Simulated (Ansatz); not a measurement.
# Si2Mo (I4/mmm) in Ansatz: further runs

The runs below take Si2Mo through single point, with PBE.

Program: Ansatz 0.2.0. These are calculated values, not measurements. Logs are shortened: lines on timing, memory, paths and dates and some standing lists are left out, and cuts for length are marked.

## Step 1: The crystal as given

It takes space group I4/mmm (No. 139, tetragonal). The conventional cell has a = 3.200 Å, b = 3.200 Å, c = 7.861 Å, α = 90.00°, β = 90.00°, γ = 90.00°. Around Mo (site symmetry 4/mmm) lie 10 Si at 2.62 Å. Around Si (site symmetry 4mm) lie 5 Si at 2.61 to 2.63 Å and 5 Mo at 2.62 Å.

## Step 2: Single point, PBE

Contents of input.yaml:

```yaml
crystal:
  lattice:
    - [-1.6, 1.6, 3.9305]
    - [1.6, -1.6, 3.9305]
    - [1.6, 1.6, -3.9305]
  atoms:
    - { symbol: Mo, position: [0.0, 0.0, 0.0] }
    - { symbol: Si, position: [0.667, 0.667, 0.0] }
    - { symbol: Si, position: [0.333, 0.333, 0.0] }
hamiltonian:
  xc: pbe
  pseudopotentials: { kind: paw }
kpoints:
  mp_grid: { grid: [12, 12, 12] }
scf:
  occupations: { method: gaussian, width: 0.024 }
output:
  forces: true
  stress: true
  eigenvalues: true
```

Potentials or basis: Ansatz PAW.

Run with:

```sh
> ansatz run input.yaml --threads 2 --pin off --max-ram 5632MiB --backend cpu --events-out ev --progress --plain --runs-dir out
```

What it wrote:

```text
Warning: RAYON_NUM_THREADS=2 ignored (pool sized by the plan → 2); use --threads N
basis.fft_grid_basis auto: the FFT boxes are laid along the combinations [[1, 0, 1], [0, 1, 1], [0, 0, 1]] of the cell's own vectors, 3.200, 3.200 and 4.535 Å long. The dense box has 24×24×32 points. Along the cell's own vectors, as sized, it would have 32×32×32, 1.78 times as many. Of the 16 symmetry operations that the crystal satisfies within crystal.symmetry.tolerance (time reversal apart; of a slab, those that keep its plane) the dense box along the cell's own vectors carries 16, and the one as laid loses 12 of those. basis.fft_grid_basis: typed keeps the cell's own vectors: state it where this run's energies or levels are differenced outside the engine with another run's, or held beside a run that keeps those vectors.
Engine: ansatz 0.2.0, x86_64-unknown-linux-gnu
Pseudopotentials: kind: paw
Pseudopotential: Mo, paw, valence charge 14, recommended cutoff 420 eV (normal), Mo.paw.azcp
Pseudopotential: Si, paw, valence charge 4, recommended cutoff 420 eV (normal), Si.paw.azcp
Functional definition: PBE
  parameter kappa = 0.804
  parameter beta = 0.06672455060314922
  exchange = pbe_x(kappa = kappa, mu = beta*pi^2/3)
  correlation = pbe_c(beta = beta)
Crystal: 3 atoms, lattice volume = 40.248 Å³
Basis set: ecut = 420 eV, 769 PW (Γ), FFT grids on a1+a3, a2+a3, a3, exchange–correlation on 48×48×64 points (8 copies of the dense FFT grid, shifted against one another)
Bands: 15, of which v1, the nominal top of the filled ones, is band 11 counted from 1 (10 counted from 0)
Symmetry: 16 space group operations
Space group: I4/mmm (ITA 139), of the structure as read, at distance tolerance 3.4e-5 Å
k-points: 163 of 1728
Non-local potential: Mo, projectors of the file, l = 0: 3, l = 1: 2, l = 2: 2, l = 3: 1
Non-local potential: Si, projectors of the file, l = 0: 2, l = 1: 2, l = 2: 2
PAW form: soft (Blöchl's): semilocal exchange-correlation on the pseudo side does not see the compensation charge
PAW one-centre angular grid: Mo, 590 points (default); XC on 64 Gauss nodes
PAW one-centre angular grid: Si, 110 points (default); XC on 64 Gauss nodes
Initial density: superposition of atomic densities (neutral atoms: chi_scale 0, normalization atom), corrected by the library's trained network
Initial wavefunctions: pseudopotential atomic-orbital guess
Functional: x = pbe(κ = 0.804, μ = 0.2195149727645171), c = pbe(β = 0.06672455060314922)
SCF iter   1: F=—  HF=-6229.118225 eV  |F-HF|=—  |Δ(HF+E_count)|=         —  Δρ=4.83e-3  dr2=8.81e-3  ethr=1.77e-3  ⟨swp⟩=5.9  Hψ=14325  notcnv=0
preconditioner: auto → none  [insulator: Δε(μ)=0.132 eV  Ē_g=7.722 eV  σ=0.024 eV  W_gap=0.68  n_scr=10 (ndim 8)  ℏωp=21.9 eV  f_vac=0.000  D(μ)=0.58/eV (n_scr^D=2)  ε∞_Penn≈9.0]
SCF iter   2: F=—  HF=-6229.116331 eV  |F-HF|=—  |Δ(HF+E_count)|=   1.89e-3  Δρ=1.89e-3  dr2=4.98e-4  ethr=4.00e-5  ⟨swp⟩=2.8  Hψ=5648  notcnv=0  defer=5
SCF iter   3: F=—  HF=-6229.116440 eV  |F-HF|=—  |Δ(HF+E_count)|=   1.09e-4  Δρ=7.13e-4  dr2=5.62e-5  ethr=2.26e-6  ⟨swp⟩=2.1  Hψ=3305  notcnv=0  defer=5
SCF iter   4: F=—  HF=-6229.116465 eV  |F-HF|=—  |Δ(HF+E_count)|=   2.55e-5  Δρ=1.06e-4  dr2=1.12e-6  ethr=2.55e-7  ⟨swp⟩=2.0  Hψ=3846  notcnv=0  defer=5
iter 5 did not close the SCF: its close was put off for the readings that it lacked (scf_convergence_deferred on its scf_iter line)
SCF iter   5: F=-6229.116466 eV  HF=-6229.116466 eV  |F-HF|=9.78e-9  |Δ(HF+E_count)|=   1.07e-6  Δρ=7.74e-6  dr2=1.89e-8  ethr=5.08e-9  ⟨swp⟩=2.0  Hψ=4235  notcnv=0  defer=5
SCF iter   6: F=-6229.116466 eV  HF=-6229.116466 eV  |F-HF|=3.49e-10  |Δ(HF+E_count)|=  8.58e-10  Δρ=2.02e-6  dr2=3.62e-10  ethr=8.59e-11  ⟨swp⟩=2.1  Hψ=7981  notcnv=0
SCF 1 converged in 6 iterations: F = -6229.116466 eV  dr2 = 3.62e-10
SCF converged after 6 iterations
Free energy (F): -6229.116466 eV
Harris-Foulkes:  -6229.116466 eV  (|F-HF|=3.49e-10)
Internal energy: -6229.116319 eV  (E = F + TS)
E sigma→0 (E₀):  -6229.116393 eV
Entropy (-TS):   -0.000147 eV (-0.049 meV/atom)
Fermi energy:    16.026180 eV
--- Per-component energies (eV) ---
  E_band       = -46.634225
  E_kinetic    = 531.227525
  E_local      = -1147.692618  (includes V_loc(G=0)·N_el)
  E_nonlocal   = 192.662900
  E_hartree    = 427.471927
  E_xc         = -298.470291
  E_vxc        = -328.820288  (∫ρ·V_xc dr)
  E_paw        = -4226.793684  (= ΣΔE_a)
  E_vpaw       = -148.955698  (= ΣTr[D̂ρ^β])
  E_aug_tail   = 0.000041  (compensation charges beyond the density's cutoff)
  E_ewald      = -1707.522119
  E_smearing   = -0.000147  (= −TS)
  E_closure    = 0.000000  (closes the sum)
  Σ components = -6229.116466   (vs F -6229.116466, Δ=0.00e0)
--- Forces (eV/Å), atoms counted from 1 ---
  atom   1  Mo     0.00000000     0.00000000     0.00000000
  atom   2  Si    -0.00000000    -0.00000000    -0.27616463
  atom   3  Si     0.00000000     0.00000000     0.27616463
  max |Σ_I F_I| component: 5.55e-17 eV/Å
--- Stress (GPa, compression-positive) ---
        2.613845       0.000000       0.000000
        0.000000       2.613845       0.000000
        0.000000       0.000000       1.469131
  P = ⅓ Tr σ = 2.2323 GPa (22.323 kbar)
--- Band table (eV; the first three rows and the last of 163) ---
  k-point 0: bands = ["-44.7520", "-18.9137", "-18.8137", "-18.8137", "2.5255", "9.6460", "12.5177", "12.9663", "13.3268", "13.3268", "16.3942", "19.0625", "19.0966", "19.6210", "19.6210"]
  k-point 1: bands = ["-44.7495", "-18.9103", "-18.8307", "-18.8283", "2.7398", "9.8364", "11.8748", "12.8009", "13.0290", "14.0191", "15.6403", "18.5037", "19.3743", "19.4471", "19.7102"]
  k-point 2: bands = ["-44.7429", "-18.9012", "-18.8750", "-18.8678", "3.3615", "10.2996", "11.1784", "11.7430", "13.2300", "14.1918", "14.5502", "18.2151", "19.3709", "19.6600", "19.8381"]
  k-point 162: bands = ["-44.7514", "-18.9378", "-18.8154", "-18.8154", "4.3466", "5.9866", "12.4855", "13.7001", "15.3966", "15.3966", "15.4590", "15.4590", "16.5286", "20.6025", "21.1421"]
```

Run time: 2.6 s. Hardware: 2 threads of Intel Xeon Platinum 8259CL at 2.50GHz (Skylake/Cascade Lake), shared host; peak memory 0.42 GiB.

Results:

- Free energy: -6229.1165 eV
- Pressure: 2.2 GPa
- Largest force: 0.276 eV/Å
- Band gap on the k mesh: none (metal or under the smearing width)

Forces on the atoms (eV/Å):
```
Mo   0.000  0.000  0.000
Si   0.000  0.000 -0.276
Si   0.000  0.000  0.276
```

## Step 3: Single point, PBE

input.yaml, as its differences from that of step 2:

```diff
@@ -15,3 +15,3 @@
 scf:
-  occupations: { method: gaussian, width: 0.024 }
+  occupations: { method: gaussian, width: 0.025 }
 output:
@@ -20 +20,5 @@
   eigenvalues: true
+  write_density: true
+  write_potential: true
+  elf: true
+  volumetric_format: npy
```

Potentials or basis: Ansatz PAW.

Run with:

```sh
> ansatz run input.yaml --threads 2 --pin off --max-ram 5632MiB --backend cpu --events-out ev --progress --plain --runs-dir out
```

Run time: 3.8 s. Hardware: 2 threads of Intel Xeon Platinum 8259CL at 2.50GHz (Skylake/Cascade Lake), shared host; peak memory 0.44 GiB.

The run converged. Its results:

* Free energy: -6229.1165 eV
* Pressure: 2.2 GPa
* Largest force: 0.276 eV/Å
* Band gap on the k mesh: none (metal or under the smearing width)

Forces on the atoms (eV/Å):
```
Mo   0.000  0.000  0.000
Si   0.000  0.000 -0.276
Si   0.000  0.000  0.276
```

Stress tensor (GPa, compression positive):
```
2.61 0.00 0.00
0.00 2.61 0.00
0.00 0.00 1.47
```

Levels at points of the mesh, in eV from the Fermi level:
```tsv
k point	band 9	band 10	band 11	band 12	band 13	band 14
(0.00, 0.00, 0.00)	-2.70	-2.70	0.37	3.04	3.07	3.60
(0.00, 0.00, -0.50)	-4.53	-3.10	-1.18	2.28	2.67	2.97
(0.00, -0.50, 0.00)	-2.65	-2.55	-0.56	2.22	2.98	3.99
(-0.50, -0.50, -0.50)	-0.63	-0.63	-0.57	-0.57	0.50	4.58
```

## Step 4: Single point, PBE

input.yaml, as its differences from that of step 3:

```diff
@@ -15,3 +15,3 @@
 scf:
-  occupations: { method: gaussian, width: 0.025 }
+  occupations: { method: gaussian, width: 0.026 }
 output:
@@ -20,5 +20 @@
   eigenvalues: true
-  write_density: true
-  write_potential: true
-  elf: true
-  volumetric_format: npy
```

Run with:

```sh
> ansatz run input.yaml --threads 2 --pin off --max-ram 5632MiB --backend cpu --events-out ev --progress --plain --runs-dir out
```

It took 2.6 s on 2 threads of Intel Xeon Platinum 8259CL at 2.50GHz (Skylake/Cascade Lake), shared host; peak memory 0.43 GiB.

The run converged. Its results:

```yaml
Free_energy: -6229.1165 eV
Pressure: 2.2 GPa
Largest_force: 0.276 eV/Å
Band_gap_on_the_k_mesh: none (metal or under the smearing width)
```

Forces on the atoms (eV/Å):
```
Mo   0.000  0.000  0.000
Si   0.000  0.000 -0.276
Si   0.000  0.000  0.276
```

Stress tensor (GPa, compression positive):
```
2.61 0.00 0.00
0.00 2.61 0.00
0.00 0.00 1.47
```

Levels at points of the mesh, in eV from the Fermi level:
| k point | band 7 | band 8 | band 9 | band 10 | band 11 | band 12 | band 13 | band 14 | band 15 |
| --- | --- | --- | --- | --- | --- | --- | --- | --- | --- |
| (0.00, 0.00, 0.00) | -3.51 | -3.06 | -2.70 | -2.70 | 0.37 | 3.04 | 3.07 | 3.60 | 3.60 |
| (0.00, 0.00, -0.50) | -5.75 | -5.32 | -4.53 | -3.10 | -1.18 | 2.28 | 2.67 | 2.97 | 3.20 |
| (0.00, -0.50, 0.00) | -4.95 | -4.52 | -2.65 | -2.55 | -0.56 | 2.22 | 2.98 | 3.99 | 4.21 |
| (-0.50, -0.50, -0.50) | -3.54 | -2.33 | -0.63 | -0.63 | -0.57 | -0.57 | 0.50 | 4.58 | 5.12 |

## Step 5: The runs side by side

| smearing | gap on the mesh (eV) | pressure (GPa) | largest force (eV/Å) |
| --- | --- | --- | --- |
| gaussian 0.024 eV | none | 2.2 | 0.28 |
| gaussian 0.025 eV | none | 2.2 | 0.28 |
| gaussian 0.026 eV | none | 2.2 | 0.28 |

Alike in all rows: task single point; level PBE; potentials or basis Ansatz PAW; no spin polarisation; cell as given; k mesh 12 × 12 × 12; cutoff (eV) 420.

Every run on the cell as given and a fine mesh finds a metal.

Total energies depend on the potentials used, so only differences within one code and one set of settings carry meaning.
